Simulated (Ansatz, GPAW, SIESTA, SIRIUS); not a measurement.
**Pb: 4 runs at one level of theory**

```
Pb
1.0
     0.00000    3.43900    3.43900
     3.43900    0.00000    3.43900
     3.43900    3.43900    0.00000
Pb
2
Cartesian
  1.7195 1.7195 1.7195
  0.0000 0.0000 0.0000
```

This isn't the form of Pb at room conditions, which is fcc.

Alike in all runs: task equation of state; functional PBEsol; k mesh 7 × 7 × 7; occupations fermi-dirac, width 0.05 eV; no spin polarisation; no spin-orbit coupling.

| program and potentials | plane-wave cutoff (eV) | notes | equilibrium volume (Å³/atom) | bulk modulus (GPa) |
| --- | --- | --- | --- | --- |
| SIESTA, files PseudoDojo sr-pbesol-0.4.1-standard, DZP (energy shift 0.003 Ry; two zetas on semicore shells) | - | atomic basis | 41.73 | 31.3 |
| GPAW, PAW data sets generated for this functional | 600 | - | 40.85 | 31.1 |
| SIRIUS, PseudoDojo 0.4.1 PBEsol standard (scalar relativistic) | 765 | - | 41.33 | 30.5 |
| Ansatz, all-electron LAPW, scalar-relativistic | - | - | 41.26 | 30.4 |

The equilibrium volume spans 40.85 (GPAW, PAW data sets generated for this functional) to 41.73 Å³/atom (SIESTA, files PseudoDojo sr-pbesol-0.4.1-standard, DZP (energy shift 0.003 Ry; two zetas on semicore shells)), with all-electron results at 41.26. The bulk modulus spans 30.4 (Ansatz, all-electron LAPW, scalar-relativistic) to 31.3 GPa (SIESTA, files PseudoDojo sr-pbesol-0.4.1-standard, DZP (energy shift 0.003 Ry; two zetas on semicore shells)), with all-electron results at 30.4. Rows in atomic bases carry the error of their basis and grid, which can be large. For a metal such a mesh isn't converged, which the comparison doesn't need.

The functional is the same throughout but for its coding, so the spread measures potentials, basis and numerics; runs on potential files found faulty are left out.
